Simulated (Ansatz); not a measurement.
Ta: equation of state with PBE

**The experiment to reproduce.**

“Pressure effects on the electronic structure and superconductivity of (TaNb)0.67(HfZrTi)0.33 high entropy alloy”, 2019, arxiv:1910.08312 quotes, for a bulk crystal of Ta: bulk modulus 194 GPa.

The system is Ta.

```
Ta
1.0
    -1.65128    1.65128    1.65128
     1.65128   -1.65128    1.65128
     1.65128    1.65128   -1.65128
Ta
1
Direct
  0.00000 0.00000 0.00000
```

```
Program             : Ansatz 0.2.0
Task                : equation of state
Functional          : PBE
Potentials or basis : all-electron LAPW, scalar-relativistic
Basis error allowed : 0.0005 eV/atom
k mesh              : 11 × 11 × 11
Occupations         : fermi-dirac, width 0.05 eV
Spin                : no spin polarisation
```

| Property | Result |
| --- | --- |
| Equilibrium volume | 18.24 Å³/atom |
| Bulk modulus | 193 GPa |
| Pressure derivative of the bulk modulus | 4.4 |

Energy against volume, from the lowest point:
```tsv
volume (Å³/atom)	energy (meV/atom)
16.930	64.44
17.290	32.36
17.650	11.70
18.010	1.26
18.371	0.00
18.731	7.00
19.091	21.50
```

All runs of the series together: 25 s on 1 thread of AMD EPYC 9R45 96-Core Processor (Zen 5), on a shared host.

Against the measured bulk modulus of Ta, 194 GPa (quoted in “Pressure effects on the electronic structure and superconductivity of (TaNb)0.67(HfZrTi)0.33 high entropy alloy”, 2019, arxiv:1910.08312), the calculated 193 GPa is off by -0.3 %. The fit is for a static lattice scaled at fixed shape and fixed fractional positions.

Spin-orbit coupling is left out, which matters for the levels of Ta. PBE usually gives volumes a little too large and moduli too small.
